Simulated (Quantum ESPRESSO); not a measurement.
# KCl (Pm-3m) in Quantum ESPRESSO: further runs, part 3 of 3

Quantum ESPRESSO 7.5.

## Step 6: Dielectric tensor, AM05

Contents of pw.in:

```
&CONTROL
  calculation = 'scf'
  prefix = 'pwscf'
  outdir = './tmp'
  pseudo_dir = './pseudo'
  tprnfor = .true.
  tstress = .true.
  disk_io = 'low'
/
&SYSTEM
  ibrav = 0
  nat = 2
  ntyp = 2
  ecutwfc = 74
  nbnd = 14
  input_dft = 'XC-000I-000I-120L-135L-000I-000I'
  occupations = 'smearing'
  smearing = 'fd'
  degauss = 0.00367493
/
&ELECTRONS
  conv_thr = 4d-10
  electron_maxstep = 120
  mixing_beta = 0.5
/
ATOMIC_SPECIES
K     39.0983 K.upf
Cl    35.4500 Cl.upf
CELL_PARAMETERS bohr
   7.2550289788    0.0000000000    0.0000000000
   0.0000000000    7.2550289788    0.0000000000
   0.0000000000    0.0000000000    7.2550289788
ATOMIC_POSITIONS bohr
K      0.0000000000    0.0000000000    0.0000000000
Cl     3.6275144894    3.6275144894    3.6275144894
K_POINTS automatic
6 6 6 1 1 1
```

Contents of scf2.in:

```
&CONTROL
  calculation = 'scf'
  prefix = 'pwscf'
  outdir = './tmp'
  pseudo_dir = './pseudo'
  tprnfor = .true.
  tstress = .true.
  disk_io = 'low'
/
&SYSTEM
  ibrav = 0
  nat = 2
  ntyp = 2
  ecutwfc = 74
  nbnd = 14
  input_dft = 'XC-000I-000I-120L-135L-000I-000I'
  occupations = 'fixed'
/
&ELECTRONS
  conv_thr = 1d-13
  electron_maxstep = 120
  mixing_beta = 0.5
  startingpot = 'file'
  startingwfc = 'file'
/
ATOMIC_SPECIES
K     39.0983 K.upf
Cl    35.4500 Cl.upf
CELL_PARAMETERS bohr
   7.2550289788    0.0000000000    0.0000000000
   0.0000000000    7.2550289788    0.0000000000
   0.0000000000    0.0000000000    7.2550289788
ATOMIC_POSITIONS bohr
K      0.0000000000    0.0000000000    0.0000000000
Cl     3.6275144894    3.6275144894    3.6275144894
K_POINTS automatic
6 6 6 1 1 1
```

Contents of ph.in:

```
dielectric of KCl
&INPUTPH
  prefix = 'pwscf'
  outdir = './tmp'
  tr2_ph = 1d-18
  fildyn = 'dyn'
  niter_ph = 90
  alpha_mix(1) = 0.7
  epsil = .true.
  trans = .false.
  zeu = .true.
/
0.0000000000 0.0000000000 0.0000000000
```

Potentials or basis: PseudoDojo 0.4.1 SR PBE standard.

The run is started by

```
$ OMP_NUM_THREADS=1 pw.x -in pw.in > pw.out
$ OMP_NUM_THREADS=1 pw.x -in scf2.in > scf2.out
$ OMP_NUM_THREADS=1 ph.x -in ph.in > ph.out
```

pw.out:

```text
This program is part of the open-source Quantum ESPRESSO suite
     for quantum simulation of materials; please cite
         "P. Giannozzi et al., J. Phys.:Condens. Matter 21 395502 (2009);
         "P. Giannozzi et al., J. Phys.:Condens. Matter 29 465901 (2017);
         "P. Giannozzi et al., J. Chem. Phys. 152 154105 (2020);
     in publications or presentations arising from this work. More details at

     IMPORTANT: XC functional enforced from input :
     Exchange-correlation= XC-000I-000I-120L-135L-000I-000I
                           (   0   0 120 135   0   0   0)
     Any further DFT definition will be discarded
     Please, verify this is what you really want

     Message from routine setup:
     using ibrav=0 with symmetry is DISCOURAGED, use correct ibrav instead

     G-vector sticks info
     --------------------
     sticks:   dense  smooth     PW     G-vecs:    dense   smooth      PW
     Sum        1237    1237    357                32795    32795    5041

     Using Slab Decomposition

     bravais-lattice index     =            0
     lattice parameter (alat)  =       7.2550  a.u.
     unit-cell volume          =     381.8717 (a.u.)^3
     number of atoms/cell      =            2
     number of atomic types    =            2
     number of electrons       =        16.00
     number of Kohn-Sham states=           14
     kinetic-energy cutoff     =      74.0000  Ry
     charge density cutoff     =     296.0000  Ry
     scf convergence threshold =      4.0E-10
     mixing beta               =       0.5000
     number of iterations used =            8  plain     mixing
     Exchange-correlation= XC-000I-000I-120L-135L-000I-000I
                           (   0   0 120 135   0   0   0)

     celldm(1)=   7.255029  celldm(2)=   0.000000  celldm(3)=   0.000000
     celldm(4)=   0.000000  celldm(5)=   0.000000  celldm(6)=   0.000000

     crystal axes: (cart. coord. in units of alat)
               a(1) = (   1.000000   0.000000   0.000000 )
               a(2) = (   0.000000   1.000000   0.000000 )
               a(3) = (   0.000000   0.000000   1.000000 )

     reciprocal axes: (cart. coord. in units 2 pi/alat)
               b(1) = (  1.000000  0.000000  0.000000 )
               b(2) = (  0.000000  1.000000  0.000000 )
               b(3) = (  0.000000  0.000000  1.000000 )

     PseudoPot. # 1 for K  read from file:
     K.upf
     Pseudo is Norm-conserving + core correction, Zval =  9.0
     Generated using ONCVPSP code by D. R. Hamann
     Using radial grid of 2222 points,  6 beta functions with:
                l(1) =   0
                l(2) =   0
                l(3) =   1
                l(4) =   1
                l(5) =   2
                l(6) =   2

     PseudoPot. # 2 for Cl read from file:
     Cl.upf
     Pseudo is Norm-conserving + core correction, Zval =  7.0
     Generated using ONCVPSP code by D. R. Hamann
     Using radial grid of 1028 points,  6 beta functions with:
                l(1) =   0
                l(2) =   0
                l(3) =   1
                l(4) =   1
                l(5) =   2
                l(6) =   2

     atomic species   valence    mass     pseudopotential
     K                 9.00    39.09830     K ( 1.00)
     Cl                7.00    35.45000     Cl( 1.00)

     48 Sym. Ops., with inversion, found

   Cartesian axes

     site n.     atom                  positions (alat units)
         1        K      tau(   1) = (   0.0000000   0.0000000   0.0000000  )
         2        Cl     tau(   2) = (   0.5000000   0.5000000   0.5000000  )

     number of k points=    10  Fermi-Dirac smearing, width (Ry)=  0.0037
                       cart. coord. in units 2pi/alat
        k(    1) = (   0.0833333   0.0833333   0.0833333), wk =   0.0740741
        k(    2) = (   0.0833333   0.0833333   0.2500000), wk =   0.2222222
        k(    3) = (   0.0833333   0.0833333   0.4166667), wk =   0.2222222
        k(    4) = (   0.0833333   0.2500000   0.2500000), wk =   0.2222222
        k(    5) = (   0.0833333   0.2500000   0.4166667), wk =   0.4444444
        k(    6) = (   0.0833333   0.4166667   0.4166667), wk =   0.2222222
        k(    7) = (   0.2500000   0.2500000   0.2500000), wk =   0.0740741
        k(    8) = (   0.2500000   0.2500000   0.4166667), wk =   0.2222222
        k(    9) = (   0.2500000   0.4166667   0.4166667), wk =   0.2222222
        k(   10) = (   0.4166667   0.4166667   0.4166667), wk =   0.0740741

     Dense  grid:    32795 G-vectors     FFT dimensions: (  40,  40,  40)

     WARNING: libxc functional with ID  120 depends
      on external parameters: check the user_guide of
      QE if you need to modify them or to check their
      default values.

     WARNING: libxc functional with ID  135 depends
      on external parameters: check the user_guide of
      QE if you need to modify them or to check their
      default values.

     Initial potential from superposition of free atoms

     starting charge      15.9808, renormalised to      16.0000
     Starting wfcs are    9 randomized atomic wfcs +    5 random wfcs

     Self-consistent Calculation

     iteration #  1     ecut=    74.00 Ry     beta= 0.50
     Davidson diagonalization with overlap
     ethr =  1.00E-02,  avg # of iterations =  6.5

     Threshold (ethr) on eigenvalues was too large:
     Diagonalizing with lowered threshold

     Davidson diagonalization with overlap
     ethr =  3.98E-04,  avg # of iterations =  3.2

     total energy              =     -92.81244163 Ry
     estimated scf accuracy    <       0.06144910 Ry

     iteration #  2     ecut=    74.00 Ry     beta= 0.50
     Davidson diagonalization with overlap
     ethr =  3.84E-04,  avg # of iterations =  4.1

     total energy              =     -92.82569461 Ry
     estimated scf accuracy    <       0.00354151 Ry

     iteration #  3     ecut=    74.00 Ry     beta= 0.50
     Davidson diagonalization with overlap
     ethr =  2.21E-05,  avg # of iterations =  5.3

     total energy              =     -92.82620844 Ry
     estimated scf accuracy    <       0.00079431 Ry

     iteration #  4     ecut=    74.00 Ry     beta= 0.50
     Davidson diagonalization with overlap
     ethr =  4.96E-06,  avg # of iterations =  4.1

     total energy              =     -92.82629691 Ry
     estimated scf accuracy    <       0.00001217 Ry

     iteration #  5     ecut=    74.00 Ry     beta= 0.50
     Davidson diagonalization with overlap
     ethr =  7.61E-08,  avg # of iterations =  2.1

     total energy              =     -92.82630417 Ry
     estimated scf accuracy    <       0.00000090 Ry

     iteration #  6     ecut=    74.00 Ry     beta= 0.50
     Davidson diagonalization with overlap
     ethr =  5.64E-09,  avg # of iterations =  2.3

     total energy              =     -92.82630489 Ry
     estimated scf accuracy    <       0.00000020 Ry

     iteration #  7     ecut=    74.00 Ry     beta= 0.50
     Davidson diagonalization with overlap
     ethr =  1.24E-09,  avg # of iterations =  2.0

     total energy              =     -92.82630496 Ry
     estimated scf accuracy    <          2.4E-09 Ry

     iteration #  8     ecut=    74.00 Ry     beta= 0.50
     Davidson diagonalization with overlap
     ethr =  1.50E-11,  avg # of iterations =  4.1

     total energy              =     -92.82630496 Ry
     estimated scf accuracy    <          1.4E-09 Ry

     iteration #  9     ecut=    74.00 Ry     beta= 0.50
     Davidson diagonalization with overlap
     ethr =  8.64E-12,  avg # of iterations =  2.0

     End of self-consistent calculation

          k = 0.0833 0.0833 0.0833 (  4067 PWs)   bands (ev):

   -25.7697 -10.3597  -9.1941  -9.1941  -9.1280   1.8145   1.9344   1.9344
     7.4975   9.0740   9.0740  12.5884  12.5884  13.0099

          k = 0.0833 0.0833 0.2500 (  4088 PWs)   bands (ev):

   -25.7615 -10.4031  -9.2095  -9.1803  -9.0804   1.1738   1.9238   1.9319
     8.4398   9.4587   9.9513  12.3200  12.3563  13.0634

          k = 0.0833 0.0833 0.4167 (  4102 PWs)   bands (ev):

   -25.7533 -10.4551  -9.1774  -9.1663  -9.0672   0.6121   1.9284   1.9629
     9.6305  10.0348  10.4886  12.0587  12.3816  12.7937

          k = 0.0833 0.2500 0.2500 (  4099 PWs)   bands (ev):

   -25.7536 -10.3533  -9.2899  -9.1762  -9.0823   1.1954   1.4531   1.9700
     9.0190   9.7467  10.6048  11.8108  12.0164  12.4500

          k = 0.0833 0.2500 0.4167 (  4111 PWs)   bands (ev):

   -25.7456 -10.3153  -9.2924  -9.1715  -9.1479   0.8190   1.4644   2.0197
     9.3444   9.9248  11.0665  11.6890  12.0557  12.2612

          k = 0.0833 0.4167 0.4167 (  4104 PWs)   bands (ev):

   -25.7379 -10.1384  -9.3846  -9.3167  -9.1458   1.0151   1.0752   2.0939
     8.7248   9.7366  11.1594  11.2820  12.7368  12.8724

          k = 0.2500 0.2500 0.2500 (  4094 PWs)   bands (ev):

   -25.7459 -10.2750  -9.2720  -9.2720  -9.1133   1.3303   1.4366   1.4366
     9.7752  10.5229  10.5229  11.1874  11.7551  11.7551

          k = 0.2500 0.2500 0.4167 (  4113 PWs)   bands (ev):

   -25.7381 -10.1988  -9.2964  -9.2539  -9.2103   0.9233   1.4187   1.5405
     9.9074  10.4094  10.6070  11.5860  11.8114  12.1213

          k = 0.2500 0.4167 0.4167 (  4111 PWs)   bands (ev):

   -25.7306 -10.0582  -9.3625  -9.3238  -9.2438   1.0108   1.0288   1.5007
     9.5612  10.6903  10.9720  11.1513  12.3943  12.4723

          k = 0.4167 0.4167 0.4167 (  4107 PWs)   bands (ev):

   -25.7232  -9.9702  -9.3401  -9.3401  -9.3365   0.9808   0.9808   1.0235
    10.5066  10.8808  10.8808  11.9165  12.0953  12.0953

     the Fermi energy is     3.6051 ev

!    total energy              =     -92.82630496 Ry
     estimated scf accuracy    <          7.2E-12 Ry
     smearing contrib. (-TS)   =      -0.00000000 Ry
     internal energy E=F+TS    =     -92.82630496 Ry

     The total energy is F=E-TS. E is the sum of the following terms:
     one-electron contribution =     -24.08750562 Ry
     hartree contribution      =      17.50665329 Ry
     xc contribution           =     -21.47760595 Ry
     ewald contribution        =     -64.76784668 Ry

     convergence has been achieved in   9 iterations

     Forces acting on atoms (cartesian axes, Ry/au):

     atom    1 type  1   force =     0.00000000    0.00000000    0.00000000
     atom    2 type  2   force =     0.00000000    0.00000000    0.00000000

     Total force =     0.000000     Total SCF correction =     0.000000

     Computing stress (Cartesian axis) and pressure

          total   stress  (Ry/bohr**3)                   (kbar)     P=       -4.68
  -0.00003184   0.00000000   0.00000000           -4.68        0.00        0.00
   0.00000000  -0.00003184   0.00000000            0.00       -4.68        0.00
   0.00000000   0.00000000  -0.00003184            0.00        0.00       -4.68

=------------------------------------------------------------------------------=
   JOB DONE.
=------------------------------------------------------------------------------=
```

Wall time 2.1 min (1 thread of Intel Xeon at 2.50GHz (Skylake/Cascade Lake), shared host); peak memory 0.08 GiB.

Results:

- Free energy: -1262.9662 eV
- Pressure: -0.5 GPa
- Electronic dielectric tensor (diagonal): 2.55
- Born charges (mean of the diagonal): K +1.21; Cl -1.20 e

Levels at points of the mesh, in eV from the valence-band top:
| k point | band 6 | band 7 | band 8 | band 9 | band 10 | band 11 |
| --- | --- | --- | --- | --- | --- | --- |
| (0.08, 0.08, 0.08) | -0.28 | -0.16 | -0.16 | 5.40 | 6.98 | 6.98 |

Electronic dielectric tensor:
```
2.55 0.00 0.00
0.00 2.55 0.00
0.00 0.00 2.55
```

Born effective charge tensors (e):
atom 1, K
```
1.21 0.00 0.00
0.00 1.21 0.00
0.00 0.00 1.21
```
atom 2, Cl
```
-1.20  0.00  0.00
 0.00 -1.20  0.00
 0.00  0.00 -1.20
```

Caveat: the potentials were made for another functional, which shifts forces and pressure.

## Step 7: The runs side by side

| level | potentials or basis | cutoff (eV) | form of the LDA correlation | pressure (GPa) |
| --- | --- | --- | --- | --- |
| LDA | PseudoDojo 0.4.1 SR LDA standard | 980 | PW92 | -3.2 |
| PBEsol | PseudoDojo 0.4.1 SR PBEsol standard | 1007 | - | -1.5 |
| WC | PseudoDojo 0.4.1 SR PBE standard | 1007 | - | -1.3 |
| BLYP | PseudoDojo 0.4.1 SR PBE standard | 1007 | - | 0.9 |
| AM05 | PseudoDojo 0.4.1 SR PBE standard | 1007 | - | -0.5 |

Alike in all rows: task dielectric tensor; no spin polarisation; cell as given; k mesh 6 × 6 × 6, shifted; smearing fermi-dirac 0.05 eV.

Caveats: the potentials were made for another functional, which shifts forces and pressure (some runs); the cell is more than 3 GPa from zero pressure, which shifts response properties (some runs).

Total energies depend on the potentials used, so only differences within one code and one set of settings carry meaning.
